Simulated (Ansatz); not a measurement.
## Ag: relaxation of cell and atoms with revPBE+D4

Ag:

```
CELL_PARAMETERS angstrom
0.00000 2.04275 2.04275
2.04275 0.00000 2.04275
2.04275 2.04275 0.00000
ATOMIC_POSITIONS crystal
Ag 0.00000 0.00000 0.00000
```

```yaml
Program: Ansatz 0.2.0
Task: relaxation of cell and atoms
Functional: revPBE
Dispersion: D4
Potentials_or_basis: Ansatz PAW
Cutoff: "420 eV (not typed: the program's choice for these potentials)"
k_mesh: 11 × 11 × 11
Occupations: fermi-dirac, width 0.05 eV
Spin: no spin polarisation
```

```json
{
  "Relaxed volume": "16.85 Å³/atom",
  "Relaxed cell": "a = 2.878 Å, b = 2.878 Å, c = 2.878 Å, α = 60.00°, β = 60.00°, γ = 60.00°",
  "Space group after relaxing (to 0.05 Å)": "Fm-3m (No. 225)",
  "Energy gained by relaxing": "0.8 meV/atom",
  "Ionic steps": "4",
  "Pressure after relaxing": "0.0 GPa"
}
```

Step by step:
| step | energy change (eV) | largest force (eV/Å) | volume (Å³) |
| --- | --- | --- | --- |
| 1 | 0.0000 | 0.0000 | 17.05 |
| 2 | -0.0005 | 0.0000 | 16.69 |
| 3 | -0.0009 | 0.0000 | 16.85 |
| 4 | -0.0008 | 0.0000 | 16.85 |

Final structure:
```
Ag
1.0
     0.00000    2.03483    2.03483
     2.03483    0.00000    2.03483
     2.03483    2.03483    0.00000
Ag
1
Direct
  0.00000 0.00000 0.00000
```

Wall time 1.7 s on 2 threads of Arm Neoverse V2, on a shared host, peak memory 0.27 GiB.

Caveat: the plane-wave basis is chosen anew once the cell has moved, so the energies of steps on either side of that aren't comparable; the PAW data sets come from PBE, with cores solved anew for the run's functional, which leaves a small shift of forces and pressure.
